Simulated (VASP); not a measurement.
Computed with PBEsol GGA, VASP's PBE PAW potentials (set 64) (plane waves; VASP).

Input for VASP

### KPOINTS
```
Automatic mesh
0
Gamma
7 7 7
0 0 0
```

INCAR:
```
SYSTEM = ZrO2
PREC = Accurate; ENCUT = 520; LREAL = F
LASPH = T
EDIFF = 1E-6; NELM = 100; ALGO = Normal
LMAXMIX = 4
ISMEAR = 0; SIGMA = 0.05
GGA = PS
IBRION = 2; NSW = 60; ISIF = 3
EDIFFG = -0.02
LWAVE = F; LCHARG = F
```

**POSCAR**
```
ZrO2
1.0
  0.0000000000   2.5336762499   2.5336762499
  2.5336762499   0.0000000000   2.5336762499
  2.5336762499   2.5336762499   0.0000000000
Zr O
1 2
Direct
  0.0000000000   0.0000000000   0.0000000000
  0.2500000000   0.2500000000   0.2500000000
  0.7500000000   0.7500000000   0.7500000000
```

POTCAR, in this order: Zr_sv O (PBE.64 set). Program: vasp_std.

The run wrote:

File OSZICAR:
```
       N       E                     dE             d eps       ncg     rms          rms(c)
DAV:   1     0.181373143706E+03    0.18137E+03   -0.14598E+04   640   0.154E+03
DAV:   2    -0.287129699183E+02   -0.21009E+03   -0.20661E+03   848   0.385E+02
DAV:   3    -0.356296974829E+02   -0.69167E+01   -0.69123E+01   992   0.712E+01
DAV:   4    -0.357521218425E+02   -0.12242E+00   -0.12240E+00   856   0.733E+00
DAV:   5    -0.357542030067E+02   -0.20812E-02   -0.20812E-02   880   0.753E-01    0.259E+01
DAV:   6    -0.300484645967E+02    0.57057E+01   -0.32711E+01   696   0.447E+01    0.109E+01
DAV:   7    -0.299672582148E+02    0.81206E-01   -0.12937E+00   864   0.951E+00    0.662E+00
DAV:   8    -0.299242927277E+02    0.42965E-01   -0.16504E-01   864   0.423E+00    0.437E-01
DAV:   9    -0.299241714338E+02    0.12129E-03   -0.14868E-02   840   0.897E-01    0.316E-01
DAV:  10    -0.299246584696E+02   -0.48704E-03   -0.43410E-03   728   0.670E-01    0.131E-01
DAV:  11    -0.299246563404E+02    0.21292E-05   -0.12663E-03   776   0.306E-01    0.123E-01
DAV:  12    -0.299246100341E+02    0.46306E-04   -0.25453E-04   760   0.128E-01    0.445E-03
DAV:  13    -0.299246107886E+02   -0.75449E-06   -0.60661E-06   776   0.209E-02
   1 F= -.29924611E+02 E0= -.29924611E+02  d E =-.299246E+02
```

### OUTCAR
```
------------------------ aborting loop because EDIFF is reached ----------------------------------------
  FORCE on cell =-STRESS in cart. coord.  units (eV):
  Direction    XX          YY          ZZ          XY          YZ          ZX
  --------------------------------------------------------------------------------------
  Total       -0.0033592     -0.0033592     -0.0033592      0.0000000      0.0000000      0.0000000
  in kB       -0.1654508     -0.1654508     -0.1654508      0.0000000      0.0000000      0.0000000
  external PRESSURE =      -0.1654508 kB  Pullay stress =       0.0000000 kB
  volume of cell :       32.53
      direct lattice vectors                 reciprocal lattice vectors
     0.000000000  2.533676250  2.533676250    -0.197341709  0.197341709  0.197341709
     2.533676250  0.000000000  2.533676250     0.197341709 -0.197341709  0.197341709
     2.533676250  2.533676250  0.000000000     0.197341709  0.197341709 -0.197341709
 POSITION                                       TOTAL-FORCE (eV/Angst)
 -----------------------------------------------------------------------------------
      0.00000      0.00000      0.00000         0.000000      0.000000      0.000000
      1.26684      1.26684      1.26684         0.000000     -0.000000      0.000000
      3.80051      3.80051      3.80051        -0.000000      0.000000     -0.000000
 -----------------------------------------------------------------------------------
    total drift:                                0.000000      0.000000      0.000000
  FREE ENERGIE OF THE ION-ELECTRON SYSTEM (eV)
  ---------------------------------------------------
  free  energy   TOTEN  =       -29.9246107886 eV

  energy  without entropy=      -29.9246107886  energy(sigma->0) =      -29.92461079

 reached required accuracy - stopping structural energy minimisation
```
(Selected blocks of OUTCAR.)

The compound is ZrO2 in the fluorite structure, the high-temperature cubic form, which is unstable at 0 K; the monoclinic form is the stable one. It was relaxed first. The start is the result of an earlier pass.
